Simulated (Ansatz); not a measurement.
Level of theory: DFT, PBE, scalar-relativistic, no spin polarisation; plane waves to 420 eV with PAW datasets (Ansatz 0.2.0), 8×8×6 k-mesh, Gaussian smearing of 0.05 eV; PAW files: Ansatz's generated set soft_2.

A crystal of composition XSe, relaxed at this level of theory, gives this pattern between 10° and 80°.

Cu Kα1 powder pattern (kinematic, no thermal factors).
| 2θ (°) | relative intensity |
| --- | --- |
| 23.43 | 10 |
| 23.84 | 53 |
| 26.61 | 15 |
| 33.67 | 100 |
| 41.92 | 37 |
| 43.18 | 4 |
| 47.91 | 8 |
| 48.57 | 10 |
| 48.79 | 8 |
| 50.34 | 3 |
| 54.20 | 12 |
| 54.80 | 26 |
| 61.75 | 1 |
| 65.52 | 20 |
| 66.24 | 7 |
| 66.46 | 1 |
| 67.52 | 2 |
| 70.79 | 6 |
| 71.31 | 24 |
| 76.56 | 7 |
| 77.44 | 1 |

**Question.** Which lattice and cell does the pattern come from?

**Answer.** Hexagonal, space group P6_3/mmc (No. 194), a = 4.307 Å, b = 4.307 Å, c = 7.588 Å, α = 90.00°, β = 90.00°, γ = 120.00°. The line positions fix the lattice at most, not the space group, and lines under 1 % of the strongest aren't listed; this is the group of the computed cell.

The calculation on XSe, where X is one element, gave:

| Property | Result |
| --- | --- |
| Band gap | zero (semimetal) |
| Density of states at the Fermi level | about 0 states/(eV·atom) (so small a value isn't resolved on this mesh) |
| Bader charges | X 0.87; Se -0.87 e |
| Formation energy from the elements (0 K, uncorrected) | -0.51 eV/atom |
| Bulk modulus (Birch–Murnaghan) | 44 GPa |
| Pressure derivative B0′ | 4.3 |
| Shear modulus (Hill) | 23 GPa |
| Young's modulus | 58 GPa |
| Poisson's ratio | 0.29 |
| Elastically stable | yes |

Sites: X on 2a, Se on 2c.

**Question.** Which element is X?
A. Bi
B. Tl
C. Pb
D. Hg

**Answer.** C. X is Pb, so the compound is PbSe.

The start was a prototype's sites filled with these elements. The Crystallography Open Database lists the compound in space group Fm-3m (rock salt), so this is a trial structure.

Spin–orbit coupling, which matters for such heavy elements, is left out.
